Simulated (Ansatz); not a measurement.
## Moving the strain (εzz = s) in Na

```xyz
4
Lattice="3.7004 0.0000 0.0000 -1.8502 3.2046 0.0000 0.0000 0.0000 12.5373" Properties=species:S:1:pos:R:3 pbc="T T T"
Na    1.8502    1.0682    9.4030
Na    0.0000    0.0000    6.2687
Na    0.0000    2.1364    3.1343
Na    0.0000    0.0000    0.0000
```

This isn't the form of Na at room conditions, which is bcc.

Kept alike: task single point; functional PBEsol; k mesh 7 × 7 × 2; occupations fermi-dirac, width 0.05 eV; no spin polarisation. Program: Ansatz, Ansatz PAW, cutoff 420 eV. The mesh is that of the run's cell of 4 atoms. No spin-orbit coupling.

| s | free energy over the lowest row (meV/atom) |
| --- | --- |
| -0.04 | 1.05 |
| -0.02 | 0.00 |
| -0.01 | 0.26 |
| 0 | 1.00 |
| 0.01 | 2.22 |
| 0.02 | 3.87 |
| 0.04 | 8.41 |

The cell shown is the unstrained one; x, y and z are its Cartesian axes; atoms keep their fractions. For a metal such a mesh leaves the last digits unconverged. All rows use potentials made for PBE.

Q: What does the strain (εzz = s) change here?

A: The free energy is lowest at -0.02, and 8.41 meV an atom higher at 0.04.
